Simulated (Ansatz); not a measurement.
Structures of SiO3: which is lowest?

Plane-wave DFT in Ansatz with scalar-relativistic PAW potentials, cutoff 420 eV, Γ-centred meshes chosen by cell and gap, Gaussian smearing with energies taken to zero width. Every cell was relaxed (cell and atoms) in a run of its own, within the symmetry of its start. Functional: PBE.

Relaxed structures (starts from databases or built by putting these elements on another compound's sites):
A. Pm-3m, 4 atoms in the computed cell, a = 3.476 Å; sites (symmetry × multiplicity) Si m-3m × 1, O 4/mm.m × 3; start: built
B. Pmmn, 8 atoms in the computed cell, a = 2.553 Å, b = 7.386 Å, c = 6.377 Å; sites (symmetry × multiplicity) Si mm2 × 2, O m.. × 4 + mm2 × 2; start: built

Rank them by energy. Could pressure change the order?

| structure | group | E − E(lowest) (meV/atom) | V (Å³/atom) | gap on mesh (eV) |
| --- | --- | --- | --- | --- |
| A | Pm-3m | 0.0 | 10.50 | 0.00 |
| B | Pmmn | 346 | 15.03 | 0.00 |

A is lowest, 346 meV/atom under B. The lowest is also the densest of these, so pressure wouldn't bring one of the others in at first order. Other structures may lie lower than all of these, and vibrations aren't counted.

Magnetic cells started from one order each; another order can shift an energy by tens of meV per atom.